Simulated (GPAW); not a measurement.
# PbS (Galena) (Fm-3m) in GPAW: notebook

The runs below take PbS (Galena) through single point, with LDA.

All numbers are computed with GPAW 26.7.0; they aren't measurements. Logs are shortened: lines on timing, memory, paths and dates and some standing lists are left out, and cuts for length are marked. The log counts tension as positive stress, the text compression.

## (1) The structure

It takes space group Fm-3m (No. 225, cubic). The conventional cell has a = 5.931 Å, b = 5.931 Å, c = 5.931 Å, α = 90.00°, β = 90.00°, γ = 90.00°. Around Pb (site symmetry m-3m) lie 6 S at 2.97 Å. Around S (site symmetry m-3m) lie 6 Pb at 2.97 Å.

## (2) Single point, LDA

Input file run.py:

```python
from ase.dft.bandgap import bandgap
from ase.io import read, write
from ase.units import GPa
from gpaw import GPAW, PW

atoms = read('PbS.xyz')

calc = GPAW(mode=PW(400),
            xc='LDA',
            kpts={'size': (6, 6, 6), 'gamma': True},
            occupations={'name': 'fermi-dirac', 'width': 0.01},
            setups={'S': 'v3'},
            nbands=-9,
            convergence={'density': 1e-05, 'energy': 1e-05},
            maxiter=150,
            txt='gpaw.txt')
atoms.calc = calc
energy = atoms.get_potential_energy()
forces = atoms.get_forces()
stress = atoms.get_stress()
calc.write('gs.gpw')
write('result.traj', atoms)
print(f'Energy: {energy:.6f} eV')
print('Forces (eV/A):')
print(forces.round(4))
print('Stress (GPa):', (stress / GPa).round(3))
print('Fermi level:', round(calc.get_fermi_level(), 4), 'eV')
print(f'Gap: {bandgap(calc)[0]:.4f} eV, direct: {bandgap(calc, direct=True)[0]:.4f} eV')
```

Input file PbS.xyz:

```xyz
2
Lattice="0.0000000000 2.9657500000 2.9657500000 2.9657500000 0.0000000000 2.9657500000 2.9657500000 2.9657500000 0.0000000000" Properties=species:S:1:pos:R:3 pbc="T T T"
Pb     0.0000000000      0.0000000000      0.0000000000
S      2.9657500000      2.9657500000      2.9657500000
```

Potentials or basis: the program's PAW data sets (release 1.2.1) made for this functional, newer versions, pw.

Run with:

```sh
$ OMP_NUM_THREADS=1 python run.py
```

gpaw.txt:

```text
__  _  _
 | _ |_)|_||  |
 |__||  | ||/\| - 26.7.0

Input parameters:
  mode=PW(ecut=400.0),
  convergence={'density': 1e-05, 'energy': 1e-05},
  kpts=MonkhorstPack(size=(6, 6, 6), gamma=True),
  maxiter=150,
  nbands=-9,
  occupations=Occupations(name='fermi-dirac', width=0.01),
  setups={'S': 'v3'},
  xc=XC(name='LDA')

Diagonalizing LCAO Hamiltonian
Converting LCAO to pw mode

                S

       Pb

Atoms  # Å, Bohr magnetons
|   | symbol |        x |        y |        z |    initial magnetic moments |
|---|--------|----------|----------|----------|-----------------------------|
| 0 |     Pb | 0.000000 | 0.000000 | 0.000000 | ( 0.0000,  0.0000,  0.0000) |
| 1 |      S | 2.965750 | 2.965750 | 2.965750 | ( 0.0000,  0.0000,  0.0000) |

Unit cell  # Å
| periodic |        x |        y |        z |  lengths |    angles |
|----------|----------|----------|----------|----------|-----------|
|      yes | 0.000000 | 2.965750 | 2.965750 | 4.194204 | 60.000000 |
|      yes | 2.965750 | 0.000000 | 2.965750 | 4.194204 | 60.000000 |
|      yes | 2.965750 | 2.965750 | 0.000000 | 4.194204 | 60.000000 |

Number of symmetries: 48
Symmetry operations  # r_c * U_cc + t_c -> r_c
|    | kind |            matrix            |
|----|------|------------------------------|
|  0 |  σ   |  1, 0, 0,  1, 0,-1,  1,-1, 0 |
|  1 |  C2  |  1, 0, 0,  1,-1, 0,  1, 0,-1 |
|  2 |  E   |  1, 0, 0,  0, 1, 0,  0, 0, 1 |
|  3 |  σ   |  1, 0, 0,  0, 0, 1,  0, 1, 0 |
|  4 |  C4  |  1, 0,-1,  1, 0, 0,  1,-1, 0 |
|  5 |  S6  |  1, 0,-1,  1,-1, 0,  1, 0, 0 |
|  6 |  σ   |  1, 0,-1,  0, 1,-1,  0, 0,-1 |
|  7 |  C3  |  1, 0,-1,  0, 0,-1,  0, 1,-1 |
|  8 |  S6  |  1,-1, 0,  1, 0, 0,  1, 0,-1 |
|  9 |  C4  |  1,-1, 0,  1, 0,-1,  1, 0, 0 |
| 10 |  C3  |  1,-1, 0,  0,-1, 1,  0,-1, 0 |
| 11 |  σ   |  1,-1, 0,  0,-1, 0,  0,-1, 1 |
| 12 |  σ   |  0, 1, 0,  1, 0, 0,  0, 0, 1 |
| 13 |  C4  |  0, 1, 0,  0, 1,-1, -1, 1, 0 |
| 14 |  C3  |  0, 1, 0,  0, 0, 1,  1, 0, 0 |
| 15 |  S6  |  0, 1, 0, -1, 1, 0,  0, 1,-1 |
| 16 |  C2  |  0, 1,-1,  1, 0,-1,  0, 0,-1 |
| 17 |  σ   |  0, 1,-1,  0, 1, 0, -1, 1, 0 |
| 18 |  S4  |  0, 1,-1,  0, 0,-1,  1, 0,-1 |
| 19 |  C4  |  0, 1,-1, -1, 1, 0,  0, 1, 0 |
| 20 |  C3  |  0, 0, 1,  1, 0, 0,  0, 1, 0 |
| 21 |  σ   |  0, 0, 1,  0, 1, 0,  1, 0, 0 |
| 22 |  S6  |  0, 0, 1,  0,-1, 1, -1, 0, 1 |
| 23 |  C4  |  0, 0, 1, -1, 0, 1,  0,-1, 1 |
| 24 |  S4  |  0, 0,-1,  1, 0,-1,  0, 1,-1 |
| 25 |  C3  |  0, 0,-1,  0, 1,-1,  1, 0,-1 |
| 26 |  C2  |  0, 0,-1,  0,-1, 0, -1, 0, 0 |
| 27 |  S6  |  0, 0,-1, -1, 0, 0,  0,-1, 0 |
| 28 |  S4  |  0,-1, 1,  1,-1, 0,  0,-1, 0 |
| 29 |  C4  |  0,-1, 1,  0, 0, 1, -1, 0, 1 |
| 30 |  C2  |  0,-1, 1,  0,-1, 0,  1,-1, 0 |
| 31 |  σ   |  0,-1, 1, -1, 0, 1,  0, 0, 1 |
| 32 |  C3  |  0,-1, 0,  1,-1, 0,  0,-1, 1 |
| 33 |  S6  |  0,-1, 0,  0, 0,-1, -1, 0, 0 |
| 34 |  S4  |  0,-1, 0,  0,-1, 1,  1,-1, 0 |
| 35 |  C2  |  0,-1, 0, -1, 0, 0,  0, 0,-1 |
| 36 |  C2  | -1, 1, 0,  0, 1, 0,  0, 1,-1 |
| 37 |  S6  | -1, 1, 0,  0, 1,-1,  0, 1, 0 |
| 38 |  S4  | -1, 1, 0, -1, 0, 1, -1, 0, 0 |
| 39 |  C3  | -1, 1, 0, -1, 0, 0, -1, 0, 1 |
| 40 |  S6  | -1, 0, 1,  0, 0, 1,  0,-1, 1 |
| 41 |  C2  | -1, 0, 1,  0,-1, 1,  0, 0, 1 |
| 42 |  C3  | -1, 0, 1, -1, 1, 0, -1, 0, 0 |
| 43 |  S4  | -1, 0, 1, -1, 0, 0, -1, 1, 0 |
| 44 |  C2  | -1, 0, 0,  0, 0,-1,  0,-1, 0 |
| 45 |  i   | -1, 0, 0,  0,-1, 0,  0, 0,-1 |
| 46 |  σ   | -1, 0, 0, -1, 1, 0, -1, 0, 1 |
| 47 |  C2  | -1, 0, 0, -1, 0, 1, -1, 1, 0 |

BZ-sampling:
  Number of BZ points: 216
  Number of IBZ points: 16

  Monkhorst-Pack size: [6, 6, 6]
  Monkhorst-Pack shift: [0.08333333333333333, 0.08333333333333333, 0.08333333333333333]

K-points  # in reciprocal-cell coordinates
|     |                                coordinates |     weight |
|-----|--------------------------------------------|------------|
|   0 | (  0.00000000,   0.00000000,   0.00000000) | 0.00462963 |
|   1 | (  0.16666667,   0.16666667,   0.00000000) | 0.02777778 |
|   2 | (  0.16666667,   0.16666667,   0.16666667) | 0.03703704 |
|   3 | (  0.33333333,   0.16666667,   0.16666667) | 0.05555556 |
|   4 | (  0.33333333,   0.33333333,  -0.33333333) | 0.05555556 |
|   5 | (  0.33333333,   0.33333333,   0.00000000) | 0.02777778 |
|   6 | (  0.33333333,   0.33333333,   0.16666667) | 0.11111111 |
|   7 | (  0.33333333,   0.33333333,   0.33333333) | 0.03703704 |
|   8 | (  0.50000000,   0.33333333,  -0.33333333) | 0.11111111 |
|   9 | (  0.50000000,   0.33333333,  -0.16666667) | 0.05555556 |
| ... |                                            |            |
|  15 | (  0.50000000,   0.50000000,   0.50000000) | 0.01851852 |

Plane wave coefficients: 960
Cutoff: 400.0 eV

Spin-components: 1 (collinear spins)
Bands:           19
Projectors:      11
Spin-degeneracy: 2
Datatype:        complex128

Density:
  Valence electrons: 20.0
  Components: 1
  Grid points: [20 20 20]
  Charge: 0.0  # |e|

Potential:
  Grid points: [20 20 20]

species:
  Pb:
    name:    Lead
    Z:       82.0
    valence: 14
    core:    68
    charge:  0.0  # [|e|]
    compensation charges:
      type: gauss
      rc: 0.38  # [Å]
      lmax: 2
    cutoffs:
      filter: 2.36  # [Å]
      core: 2.43  # [Å]
    projectors
    | kind |    occ | energy [eV] | rcut [Å] |
    |------|--------|-------------|----------|
    |   6s |  2.000 |     -12.249 |    1.259 |
    |   6p |  2.000 |      -3.713 |    1.275 |
    |   5d | 10.000 |     -21.326 |    1.217 |
    |    s |        |      14.962 |    1.259 |
    |    p |        |      23.498 |    1.275 |
    |    d |        |       5.885 |    1.217 |

    Using partial waves for Pb as LCAO basis

  S:
    name:    Sulfur
    Z:       16.0
    valence: 6
    core:    10
    charge:  0.0  # [|e|]
    compensation charges:
      type: gauss
      rc: 0.26  # [Å]
      lmax: 2
    cutoffs:
      filter: 2.13  # [Å]
      core: 1.67  # [Å]
    projectors
    | kind |    occ | energy [eV] | rcut [Å] |
    |------|--------|-------------|----------|
    |   3s |  2.000 |     -17.281 |    1.217 |
    |   3p |  4.000 |      -7.107 |    0.953 |
    |    s |        |       9.931 |    1.217 |
    |    p |        |      20.105 |    0.953 |
    |    d |        |       0.000 |    0.847 |

    Using partial waves for S as LCAO basis

Reference energy: -577796.420962  # eV

eigensolver:
  PPCG
  Converge bands: occupied
  niter=2

density mixing:
  MSR1-Mixer
  Pratt-step length: 0.05
  Maximum mixing coefficient: 0.75
  Old densities: 10
  SVD Regularization: 0.005
  Good broyden scale: 1.0
  Trust region scale: 1.0
  Backstep threshold: 4.0
  History deletion threshold: 6.0
  Fourier metric: weight=20.0, sigma=0.015

occupation numbers:
  Fermi-Dirac:
    width: 0.0100  # eV

poisson solver:
  ecut: 3200.0  # eV

xc functional:
  name: None

convergence criteria:
- Maximum integral of absolute [dens]ity change: 1e-05 electrons / valence electron
- Maximum [total energy] change in last 3 cyles: 1e-05 eV / valence electron
- Maximum integral of absolute [eigenst]ate change: 4e-08 eV^2 / valence electron
maximum number of iterations: 150

SCF iterations
|iter     | |      energy | eigst |  dens |
|---------|-|-------------|-------|-------|
|iter:   1| |  -10.529557 | -0.24 |       |
|iter:   2| |  -10.430525 | -1.94 | -1.18 |
|iter:   3| |  -10.124368 | -1.78 | -1.23 |
|iter:   4| |  -10.121467 | -3.87 | -1.83 |
|iter:   5| |  -10.120887 | -4.60 | -2.20 |
|iter:   6| |  -10.120890 | -5.93 | -3.28 |
|iter:   7| |  -10.120891c| -7.00 | -3.77 |
|iter:   8| |  -10.120891c| -7.45c| -4.58 |
|iter:   9| |  -10.120891c| -7.87c| -5.28c|

Converged in 9 steps
Energy contributions relative to reference atoms: (reference = -577796.420962)

Energy contributions:
  Kinetic:          14.613647
  Coulomb:         -15.402039
  Zero:              0.026188
  External:          0.000000
  Xc:               -9.358687
  Entropy:          -0.000001
  Spinorbit:         0.000000
  ----------------------------
  Free energy:     -10.120891
  Extrapolated:    -10.120891

dipole moment: (-25.171067, -25.171067, -25.171067)  # |e|*Ang

Fermi level: 5.997
Eigenvalues  # (at kpt = [0.000, 0.000, 0.000])
| band index |      eig [eV] | occ [0-2] |
|------------|---------------|-----------|
|          0 |       -10.821 |     2.000 |
|        ... |               |           |
|          2 |       -10.821 |     2.000 |
|          3 |       -10.821 |     2.000 |
|          4 |       -10.821 |     2.000 |
|          5 |        -7.678 |     2.000 |
|          6 |        -0.186 |     2.000 |
|          7 |         3.732 |     2.000 |
[... 9 lines left out ...]
|         17 |        14.926 |     0.000 |
|         18 |        14.926 |     0.000 |

Gap: 0.190 eV
Transition (v -> c):
  (s=0, k=15, n=9, [0.50, 0.50, 0.50]) -> (s=0, k=15, n=10, [0.50, 0.50, 0.50])
No difference between direct/indirect transitions

Forces  # eV/Ang
|        x |        y |       z |
|----------|----------|---------|
|  0.00000 | -0.00000 | 0.00000 |  # Pb   0
| -0.00000 |  0.00000 | 0.00000 |  # S    1

Stress tensor  # eV/Ang^3
|        x |        y |        z |
|----------|----------|----------|
| 0.028032 | 0.000000 | 0.000000 |
| 0.000000 | 0.028032 | 0.000000 |
| 0.000000 | 0.000000 | 0.028032 |

# Writing to gs.gpw (mode='')
```

Run time: 4.6 s. Hardware: 1 thread of Intel Xeon Platinum 8488C (Sapphire Rapids), shared host; peak memory 0.14 GiB.

The run converged, but some of its settings lie outside the range that counts as converged, so its numbers aren't taken as properties of the crystal.

Results:

```
Free energy            : -10.1209 eV
Pressure               : -4.5 GPa
Band gap on the k mesh : 0.19 eV, direct
```

Caveat: the cutoff is short for stress and forces, so pressures can be off by a GPa or more; spin-orbit coupling is left out, which as a rule narrows the gap of such compounds by several tenths of an eV.

## (3) Single point, LDA (volume scaled by 1.08)

Edit run.py of step 2 so:

```diff
@@ -5,5 +5,5 @@
 
-atoms = read('PbS.xyz')
+atoms = read('POSCAR')
 
-calc = GPAW(mode=PW(400),
+calc = GPAW(mode=PW(450),
             xc='LDA',
@@ -11,4 +11,3 @@
             occupations={'name': 'fermi-dirac', 'width': 0.01},
-            setups={'S': 'v3'},
-            nbands=-9,
+            nbands=19,
             convergence={'density': 1e-05, 'energy': 1e-05},
```

Input file POSCAR:

```
PbS
1.0
    0.0000000000      3.0428166983      3.0428166983
    3.0428166983      0.0000000000      3.0428166983
    3.0428166983      3.0428166983      0.0000000000
Pb S
1 1
Direct
    0.0000000000      0.0000000000      0.0000000000
    0.5000000000      0.5000000000      0.5000000000
```

Potentials or basis: the program's PAW data sets (release 1.2.1) made for this functional, pw.

Run with:

```sh
$ OMP_NUM_THREADS=1 python run.py
```

Run time: 10 s. Hardware: 1 thread of Arm Neoverse V1, shared host; peak memory 0.14 GiB.

It converged, with:

- Free energy: -10.0872 eV
- Pressure: -6.9 GPa
- Band gap on the k mesh: 0.43 eV, direct

Levels at points of the mesh, in eV from the valence-band top:
```tsv
k point	band 7	band 8	band 9	band 10	band 11	band 12	band 13	band 14
(0.00, 0.00, 0.00)	-6.15	-1.74	-1.74	-1.74	4.87	4.87	4.87	6.87
(0.50, 0.50, 0.00)	-7.10	-4.56	-2.92	-2.92	4.11	5.25	5.31	5.31
(0.50, 0.50, 0.50)	-8.43	-1.38	-1.38	0.00	0.43	2.02	2.02	8.45
```

Caveat: the cutoff is short for stress and forces, so pressures can be off by a GPa or more; spin-orbit coupling is left out, which as a rule narrows the gap of such compounds by several tenths of an eV.
